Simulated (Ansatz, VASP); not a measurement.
# One calculation of MgS, two programs

File POSCAR:

```
MgS
1.0
    3.5860142181      0.0000000000      0.0000000000
   -1.7930071091      3.1055794112      0.0000000000
    0.0000000000      0.0000000000      6.1473560943
Mg S
2 2
Direct
    0.0000000000      0.0000000000      0.0000000000
    0.0000000000      0.0000000000      0.5000000000
    0.3333333333      0.6666666667      0.2500000000
    0.6666666667      0.3333333333      0.7500000000
```

Contents of INCAR.step1:

```
ALGO = Normal ; EDIFF = 1E-4
ENCUT = 520 ; GGA = PE
ISMEAR = 0 ; LASPH = T
LCHARG = F ; LREAL = F
LWAVE = T ; NBANDS = 16
NELM = 100 ; PREC = Accurate
SIGMA = 0.01
```

Contents of INCAR.step2:

```
ALGO = Normal ; EDIFF = 1E-7
ENCUT = 520 ; ISIF = 2
ISMEAR = 0 ; ISTART = 1
LASPH = T ; LCHARG = T
LELF = T ; LMIXTAU = T
LREAL = F ; LVHAR = T
LWAVE = F ; METAGGA = R2SCAN
NBANDS = 16 ; NELM = 100
PREC = Accurate ; SIGMA = 0.01
```

The input KPOINTS:

```
k-points
0
Gamma
  12 12 4
```

Input for Ansatz:

```yaml
crystal:
  lattice:
    - [3.5860142181, 0.0, 0.0]
    - [-1.7930071091, 3.1055794112, 0.0]
    - [0.0, 0.0, 6.1473560943]
  atoms:
    - { symbol: Mg, position: [0.0, 0.0, 0.0] }
    - { symbol: Mg, position: [0.0, 0.0, 0.5] }
    - { symbol: S, position: [0.3333333333, 0.6666666667, 0.25] }
    - { symbol: S, position: [0.6666666667, 0.3333333333, 0.75] }
kpoints:
  mp_grid: { grid: [12, 12, 4] }
  band_path:
    path:
      - [0.0, 0.0, 0.0]
      - [0.5, 0.0, 0.0]
      - [0.3333333333, 0.3333333333, 0.0]
      - [0.0, 0.0, 0.5]
      - [0.5, 0.0, 0.5]
      - [0.3333333333, 0.3333333333, 0.5]
    npoints: 1
hamiltonian:
  xc: r2scan
scf:
  occupations: { method: fixed }
  n_extra_bands: 5
output:
  forces: true
  stress: true
  eigenvalues: true
```

Change from the starting cell: biaxial_xy strain -1.6%.

Alike in both runs: task single point; functional r2SCAN; k mesh 12 × 12 × 4; no spin polarisation.

|  | VASP | Ansatz |
| --- | --- | --- |
| version | VASP 6.6.1 | Ansatz 0.2.0 |
| potentials or method | VASP PAW PBE potentials, release 64 (Mg, S) | plane waves, PAW |
| plane-wave cutoff (eV) | 520 | 500 |
| occupations | gaussian, width 0.01 eV | fixed |
| valence electrons in the cell | 16 | 32 |

|  | VASP | Ansatz | Ansatz less VASP |
| --- | --- | --- | --- |
| gap on the k mesh at the Fermi level (eV) | 4.01 | 4.03 | +0.023 |
| pressure (GPa) | 2.2 | 2.7 | +0.49 |
| largest component of the traceless stress (GPa) | 1.77 | 1.71 | -0.057 |

The two sets of potentials don't hold the same shells in valence.

Caveats: the PAW data sets were made with another functional, which shifts forces and pressure a little (VASP). A k mesh can miss the band edges.
